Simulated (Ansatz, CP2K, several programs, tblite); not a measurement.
Energy against volume for BaF₂ built on the fluorite prototype, at fixed shape and fractional coordinates, computed by several methods (PBE and r2SCAN, where shown, with plane waves in Ansatz); the cell shown is that of r2SCAN. The symmetry is Fm-3m (No. 225, cubic); a = 6.194 Å in the conventional setting, 19.81 Å³ an atom. Around Ba lie 8 F at 2.68 Å; around F lie 4 Ba at 2.68 Å. The values are computed, spin-unpolarised, and not measurements. Energies count from each curve's lowest point; fits are third-order Birch-Murnaghan.

```cif
data_structure
_symmetry_space_group_name_H-M 'Fm-3m'
_symmetry_Int_Tables_number 225
_cell_length_a 6.1943
_cell_length_b 6.1943
_cell_length_c 6.1943
_cell_angle_alpha 90.000
_cell_angle_beta 90.000
_cell_angle_gamma 90.000
_cell_volume 237.67
loop_
_atom_site_label
_atom_site_type_symbol
_atom_site_symmetry_multiplicity
_atom_site_Wyckoff_symbol
_atom_site_fract_x
_atom_site_fract_y
_atom_site_fract_z
_atom_site_occupancy
Ba1 Ba 4 a 0.00000 0.00000 0.00000 1
F1 F 8 c 0.25000 0.75000 0.75000 1
```

r2SCAN, on the shape of its own relaxed cell:
```tsv
V (Å³/atom)	E (meV/atom)
18.618	15.40
19.212	3.64
19.806	0.00
20.400	3.15
20.995	12.07
```
V₀ = 19.81 Å³ an atom and B₀ = 61 GPa.

PBE/SZV (CP2K), on the shape of the cell shown:
```tsv
V (Å³/atom)	E (meV/atom)
17.429	375.60
18.618	207.61
19.806	98.57
20.995	32.66
22.183	0.00
```
The lowest point is an end point, so the minimum isn't bracketed.

PBE/DZVP (CP2K), on the shape of the cell shown:

| V (Å³/atom) | E (meV/atom) |
| --- | --- |
| 17.429 | 136.14 |
| 18.618 | 51.71 |
| 19.806 | 10.41 |
| 20.995 | 0.00 |
| 22.183 | 13.08 |

V₀ = 20.86 Å³ an atom and B₀ = 56 GPa.

GFN2-xTB (tblite), on the shape of the cell shown, as a cluster of 96 atoms at the zone centre:
```
V (Å³/atom)  E (meV/atom)
     17.429          0.00
     18.618         61.61
     19.806        118.48
     20.995        170.50
     22.183        218.47
```
The lowest point is an end point, so the minimum isn't bracketed.

Task: PBE, on the shape of its own relaxed cell, gives
```
V (Å³/atom)  E (meV/atom)
     19.078         14.24
     19.687          3.50
     20.296          0.00
     20.905          2.74
     21.514         10.74
```
What equilibrium volume and bulk modulus follow?

Result: V₀ = 20.32 Å³ an atom and B₀ = 54 GPa.
